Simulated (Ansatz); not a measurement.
Input and command of a plane-wave DFT calculation in Ansatz:

```yaml
crystal:
  lattice:
    - [2.759742405, 0.1025934295, -0.0042540828]
    - [-1.2910226863, 2.3008327732, -0.0071274721]
    - [-0.013450725, -0.0337880179, 8.4666426551]
  atoms:
    - { symbol: Ru, position: [0.2781633838, 0.6659622012, 0.1259265703] }
    - { symbol: Ru, position: [0.3134159599, 0.624202026, 0.6185166735] }
    - { symbol: Ru, position: [0.7078555708, 0.3213702675, 0.3923257798] }
    - { symbol: Ru, position: [0.7005650855, 0.3884655053, 0.8632309764] }
basis:
  ecutwfc: 420
kpoints:
  mp_grid: { grid: [12, 12, 4] }
hamiltonian:
  xc: pbesol
scf:
  occupations: { method: gaussian, width: 0.15 }
output:
  forces: true
  stress: true
  eigenvalues: true
relax:
  adjacent_minimum: "off"
  f_tol: 0.01
  max_steps: 80
  cell: { stress_tol: 0.1 }
```

```bash
ansatz run input.yaml --threads 2 --pin off --max-ram 5120MiB --backend cpu --events-out ev --progress --plain --runs-dir out
```

Processor: Arm Neoverse V2, 2 threads, on a host shared with other jobs.

**Question.** Estimate time, memory and problem size.

**Answer.** About 2.5 min on 2 threads of Arm Neoverse V2, with other jobs on the host, peak memory 0.68 GiB. It solves 39 bands at 292 k points (the mesh reduced by symmetry) with about 1067 plane waves (on the last cell), in 38 SCF iterations over 6 ionic steps.
